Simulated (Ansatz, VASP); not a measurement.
**Mg in VASP and in Ansatz**

```xyz
2
Lattice="3.1427 0.0000 0.0000 -1.5714 2.7217 0.0000 0.0000 0.0000 5.0627" Properties=species:S:1:pos:R:3 pbc="T T T"
Mg    0.0000    1.8145    1.2657
Mg    1.5714    0.9072    3.7970
```

Alike in both runs: functional LDA; k mesh 12 × 12 × 6; occupations fermi-dirac, width 0.15 eV; no spin polarisation.

Ansatz relaxed the structure, and its values are those at the end. VASP's run is a single point on that final structure, the one shown.

|  | VASP | Ansatz |
| --- | --- | --- |
| version | VASP 6.6.1 | Ansatz 0.2.0 |
| potentials or method | VASP PAW LDA potentials, release 64 (Mg) | scalar-relativistic, plane waves, PAW |
| plane-wave cutoff (eV) | 520 | 420 |
| valence electrons in the cell | 4 | 20 |

Ansatz gave:

| Quantity | Value |
| --- | --- |
| gap on the k mesh at the Fermi level (eV) | none |
| pressure (GPa) | 0.0 |

Problem. Estimate VASP's values.

Solution. gap on the k mesh at the Fermi level (eV): none; pressure (GPa): -0.3.

A gap of «none» marks a metal or a gap that the smearing closes. The two sets of potentials don't hold the same shells in valence. Ansatz warned: «pseudo_functional_mismatch».
